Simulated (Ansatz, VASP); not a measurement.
**Two plane-wave programs on KBr**

```
CELL_PARAMETERS angstrom
4.03510 0.00000 0.00000
0.00000 4.03510 0.00000
0.00000 0.00000 3.96278
ATOMIC_POSITIONS crystal
K 0.00000 0.00000 0.00000
Br 0.50000 0.50000 0.50000
```

Change from the starting cell: epitaxial_xy strain +1.5%.

Alike in both runs: task single point; functional PBE; k mesh 6 × 6 × 6; occupations fermi-dirac, width 0.02 eV; no spin polarisation.

|  | VASP | Ansatz |
| --- | --- | --- |
| version | VASP 6.6.1 | Ansatz 0.2.0 |
| potentials or method | VASP PAW PBE potentials, release 64 (K_sv, Br) | plane waves, PAW |
| plane-wave cutoff (eV) | 520 | 420 |
| valence electrons in the cell | 16 | 16 |

Ansatz gave:

```
gap on the k mesh at the Fermi level (eV)       : 3.88
pressure (GPa)                                  : 0.3
largest component of the traceless stress (GPa) : 0.45
```

Task: What did VASP give for the same quantities?

Result: gap on the k mesh at the Fermi level (eV): 3.88; pressure (GPa): 0.4; largest component of the traceless stress (GPa): 0.44.

A k mesh can miss the band edges.
